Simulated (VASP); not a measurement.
**Sb: single point with PBE**

The system is Sb.

```
Sb
1.0
    -1.57654    1.57654    2.71194
     1.57654   -1.57654    2.71194
     1.57654    1.57654   -2.71194
Sb
1
Direct
  0.00000 0.00000 0.00000
```

This isn't the form of Sb at room conditions, which is rhombohedral.

```
Program             : VASP 6.6.1
Task                : single point
Functional          : PBE
Potentials or basis : VASP PAW PBE potentials, release 64 (Sb_d_GW)
Cutoff              : 500 eV
k mesh              : 6 × 6 × 6
Occupations         : gaussian, width 0.02 eV
Spin                : no spin polarisation
```

```
Pressure               : 2.6 GPa
Band gap on the k mesh : none (metal or under the smearing width)
```

Stress tensor (GPa, compression positive):
```
3.92 0.00 0.00
0.00 3.92 0.00
0.00 0.00 0.11
```

Levels at points of the mesh, in eV from the Fermi level:
```csv
k point,band 4,band 5,band 6,band 7,band 8,band 9,band 10,band 11
"(0.00, 0.00, 0.00)",-29.66,-29.58,-13.29,4.28,5.10,5.10,9.61,10.48
"(0.50, 0.00, 0.00)",-29.61,-29.58,-9.46,-6.14,1.43,5.03,5.89,10.24
"(0.50, 0.50, 0.00)",-29.62,-29.52,-6.99,-4.73,-1.35,0.24,3.17,4.08
"(0.50, 0.50, 0.50)",-29.61,-29.57,-9.60,-6.02,1.78,1.78,5.69,5.85
```

Wall time 11 s on 1 thread of AMD EPYC 9R45 96-Core Processor (Zen 5), with other jobs on the host, peak memory 0.13 GiB.

Caveat: the k mesh is coarse (spacing up to 0.47 Å⁻¹), so the values aren't converged. Spin-orbit coupling is left out, which matters for the levels of Sb.
